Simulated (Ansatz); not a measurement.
Geometry optimisation, DFT PBEsol, scalar-relativistic, plane waves, PAW in Ansatz 0.2.0.

The input (input.yaml):

```yaml
crystal:
  lattice:
    - [6.39, 0.0, 0.0]
    - [-3.195, 5.533902, 0.0]
    - [0.0, 0.0, 17.49701]
  atoms:
    - { symbol: Zn, position: [0.1666667, 0.3333333, 0.0571526] }
    - { symbol: Zn, position: [0.3333333, 0.1666667, 0.202969] }
    - { symbol: O, position: [0.1666667, 0.3333333, 0.1683522] }
    - { symbol: O, position: [0.3333333, 0.1666667, 0.3141685] }
    - { symbol: Zn, position: [0.1666667, 0.8333333, 0.0571526] }
    - { symbol: Zn, position: [0.3333333, 0.6666667, 0.202969] }
    - { symbol: O, position: [0.1666667, 0.8333333, 0.1683522] }
    - { symbol: O, position: [0.3333333, 0.6666667, 0.3141685] }
    - { symbol: Zn, position: [0.6666667, 0.3333333, 0.0571526] }
    - { symbol: Zn, position: [0.8333333, 0.1666667, 0.202969] }
    - { symbol: O, position: [0.6666667, 0.3333333, 0.1683522] }
    - { symbol: O, position: [0.8333333, 0.1666667, 0.3141685] }
    - { symbol: Zn, position: [0.6666667, 0.8333333, 0.0571526] }
    - { symbol: Zn, position: [0.8333333, 0.6666667, 0.202969] }
    - { symbol: O, position: [0.6666667, 0.8333333, 0.1683522] }
    - { symbol: O, position: [0.8333333, 0.6666667, 0.3141685] }
    - { symbol: O, position: [0.5688011, 0.8983858, 0.2964512], spin: 1.0 }
magnetization:
  spin_polarized: true
basis:
  ecutwfc: 420.0
kpoints:
  mp_grid: { grid: [3, 3, 1] }
hamiltonian:
  xc: pbesol
  pseudopotentials: { kind: paw, azcp: { folder: soft_1 } }
scf:
  occupations: { method: fermi_dirac, width: 0.05 }
  lower_state_search: "off"
relax:
  f_tol: 0.03
  max_steps: 60
  adjacent_minimum: "off"
  constraints: [{ sites: [0, 4, 8, 12] }]
```

Run as:

```bash
$ ansatz run input.yaml --threads 4 --pin off --max-ram 10240MiB --backend cpu --events-out ev --progress --plain --runs-dir out
```

Task: Where does it end, and by what steps?

Result: The forces met the threshold. Limits of this set-up: coarse k mesh, thin slab, slab without dipole correction, PAW files made for another functional, a typed lattice constant that wasn't relaxed here. After 31 steps the energy has fallen by 6.681 eV; O8 moved furthest, 1.46 Å. Joined: O4–O16 (3.19 → 1.32 Å), O12–O17 (1.73 → 1.34 Å).

| step | energy less start (eV) | largest force component (eV/Å) | accepted |
| --- | --- | --- | --- |
| 0 | 0.0000 | 2.198 | yes |
| 2 | -1.3934 | 1.570 | yes |
| 4 | -2.2089 | 1.651 | yes |
| 6 | -2.8087 | 0.643 | yes |
| 8 | -3.2745 | 0.434 | yes |
| 10 | -5.5680 | 2.783 | yes |
| 12 | -6.1593 | 1.298 | yes |
| 14 | -6.3309 | 0.538 | yes |
| 16 | -6.2192 | 3.003 | no |
| 18 | -6.4920 | 0.149 | yes |
| 20 | -6.5005 | 0.109 | yes |
| 22 | -6.5265 | 0.344 | yes |
| 24 | -6.6012 | 0.755 | yes |
| 26 | -6.6666 | 0.172 | yes |
| 28 | -6.6769 | 0.113 | yes |
| 30 | -6.6810 | 0.032 | yes |
| 31 | -6.6813 | 0.023 | yes |

```xyz
17
Lattice="6.3900 0.0000 0.0000 -3.1950 5.5339 0.0000 0.0000 0.0000 17.4970" Properties=species:S:1:pos:R:3
Zn 0.000 1.845 1.000
Zn 1.689 0.946 3.817
O 0.037 1.873 3.085
O 1.747 2.139 5.487
Zn -1.597 4.612 1.000
Zn -0.023 3.735 3.590
O -1.683 4.664 3.016
O -0.270 5.070 5.096
Zn 3.195 1.845 1.000
Zn 4.837 0.876 3.619
O 3.255 1.790 2.937
O 4.838 0.647 5.585
Zn 1.597 4.612 1.000
Zn 3.200 3.623 3.612
O 1.628 4.569 2.935
O 2.570 3.167 5.453
O 0.661 5.402 6.054
```

Whether the end is a true minimum wasn't checked by a vibrational analysis.

The run took 8.3 min on 4 threads of Arm Neoverse V2, on a shared host, peak memory 1.6 GiB.
